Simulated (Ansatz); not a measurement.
What a trial cell of B3As2 relaxes into

The calculation used DFT PBE, scalar-relativistic, plane waves, PAW in Ansatz 0.2.0. Cutoff 420 eV, Γ-centred k mesh, Gaussian smearing, no spin polarisation in the final step.

B3As2 was placed on the anti-tetradymite structure type (R-3m, No. 166), with As in place of Bi, B in place of Te, at a guessed volume.

```
B As
1.0
     1.56788    0.90522    7.26792
    -1.56788    0.90522    7.26792
     0.00000   -1.81043    7.26792
B As
3 2
Direct
  0.00000 0.00000 0.00000
  0.20950 0.20950 0.20950
  0.79050 0.79050 0.79050
  0.40000 0.40000 0.40000
  0.60000 0.60000 0.60000
```

Cell and atoms relax at zero pressure; the relaxation can't lower the symmetry of the start. After a coarse first stage the cell is made exact in the group found at 0.06 Å.

Energies over the elements count from the elements' standard structures at the same level, with no empirical corrections.

Task: What does it relax into?

Result: It keeps R-3m (No. 166), but not the shape of the type it started on. Conventional cell: a = 3.138 Å, c = 20.321 Å. B on Wyckoff site a (1 atom of the primitive cell) is coordinated by 6 As at 2.21 Å; B on Wyckoff site c (2 atoms of the primitive cell) is coordinated by 3 B at 1.81 Å; As has 3 B at 2.21 Å.

```cif
data_structure
_symmetry_space_group_name_H-M 'R-3m:H'
_symmetry_Int_Tables_number 166
_cell_length_a 3.1380
_cell_length_b 3.1380
_cell_length_c 20.3209
_cell_angle_alpha 90.000
_cell_angle_beta 90.000
_cell_angle_gamma 120.000
_cell_volume 173.29
loop_
_atom_site_label
_atom_site_type_symbol
_atom_site_symmetry_multiplicity
_atom_site_Wyckoff_symbol
_atom_site_fract_x
_atom_site_fract_y
_atom_site_fract_z
_atom_site_occupancy
B1 B 3 a 0.00000 0.00000 0.00000 1
B2 B 6 c 0.33333 0.66667 0.83541 1
As1 As 6 c 0.66667 0.33333 0.72934 1
```

Task: What are its volume, energy, density and gap?

Result: The volume per atom is 11.55 Å³, the density is 5.24 g/cm³ and the energy over the elements is 0.77 eV/atom. The gap on the 12×12×12 mesh is 0 eV (a metal).

The final run used a 12×12×12 mesh on its 5-atom cell and 0.10 eV smearing. For metals, differences of a few meV/atom aren't resolved. Symmetry constrained the relaxation, so the result can be a saddle point. The steps took roughly 40 core-seconds in all.

Cost: 3 runs of about 0.64 core-minutes in all, on AMD EPYC 9R45 (Zen 5) (shared hosts).